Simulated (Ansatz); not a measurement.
# NaF: the cost of one run

Computed with Ansatz 0.2.0 (DFT PBE, scalar-relativistic, plane waves, PAW, unless a step's input says otherwise).

1 further run of the same task is left out (it didn't finish).

## Step 1: The system as given

The structure is monoclinic, space group Pm (No. 6). The conventional cell has a = 6.335 Å, b = 3.614 Å, c = 6.335 Å, α = 90.00°, β = 120.00°, γ = 90.00°. Around Na (site symmetry m) lie 2 F at 2.06 Å and 2 Na at 2.21 Å. Na (site symmetry m) is surrounded by 3 F at 2.06 to 2.21 Å and 1 Na at 2.06 Å. Na (site symmetry m) is surrounded by 1 F at 2.06 Å and 3 Na at 2.06 to 2.21 Å. F (site symmetry m) is surrounded by 2 Na at 2.06 Å. Around F (site symmetry m) lie 3 F at 2.06 to 2.21 Å and 1 Na at 2.06 Å. Around F (site symmetry m) lie 1 F at 2.06 Å and 3 Na at 2.06 to 2.21 Å.

As a file:

```cif
data_structure
_symmetry_space_group_name_H-M 'P 1'
_symmetry_Int_Tables_number 1
_cell_length_a 6.3349
_cell_length_b 3.6138
_cell_length_c 6.3349
_cell_angle_alpha 90.000
_cell_angle_beta 120.000
_cell_angle_gamma 90.000
_cell_volume 125.60
loop_
_atom_site_label
_atom_site_type_symbol
_atom_site_fract_x
_atom_site_fract_y
_atom_site_fract_z
_atom_site_occupancy
Na1 Na 0.88326 0.50000 0.44163 1
Na2 Na 0.44163 0.00000 0.88326 1
Na3 Na 0.11674 0.00000 0.55837 1
F1 F 0.44163 0.00000 0.55837 1
F2 F 0.55837 0.50000 0.44163 1
F3 F 0.55837 0.50000 0.11674 1
```

A structure generator made this guess: 4-connected net, two elements spread over the vertices (Pm, No. 6). Its size is a rough estimate.

## Step 2: A first look at the guess

Input file input.yaml:

```yaml
crystal:
  lattice:
    - [6.33491687, 0.0, 0.0]
    - [0.0, 3.6137737, 0.0]
    - [-3.16745843, 0.0, 5.48619894]
  atoms:
    - { symbol: Na, position: [0.88325751, 0.5, 0.44162875] }
    - { symbol: Na, position: [0.44162875, 0.0, 0.88325751] }
    - { symbol: Na, position: [0.11674249, 0.0, 0.55837125] }
    - { symbol: F, position: [0.44162875, 0.0, 0.55837125] }
    - { symbol: F, position: [0.55837125, 0.5, 0.44162875] }
    - { symbol: F, position: [0.55837125, 0.5, 0.11674249] }
basis:
  ecutwfc: 420
kpoints:
  mp_grid: { grid: [3, 6, 3] }
hamiltonian:
  xc: pbe
scf:
  occupations: { method: gaussian, width: 0.1 }
  lower_state_search: "off"
output:
  forces: true
  stress: true
  eigenvalues: true
```

On the command line:

```console
$ ansatz run input.yaml --threads 1 --pin off --max-ram 2560MiB --backend cpu --events-out ev --progress --plain --runs-dir out
```

Q: Estimate wall time and peak memory on 1 thread of Arm Neoverse V1, shared host.

About 8.7 s, with a peak of 0.31 GiB.
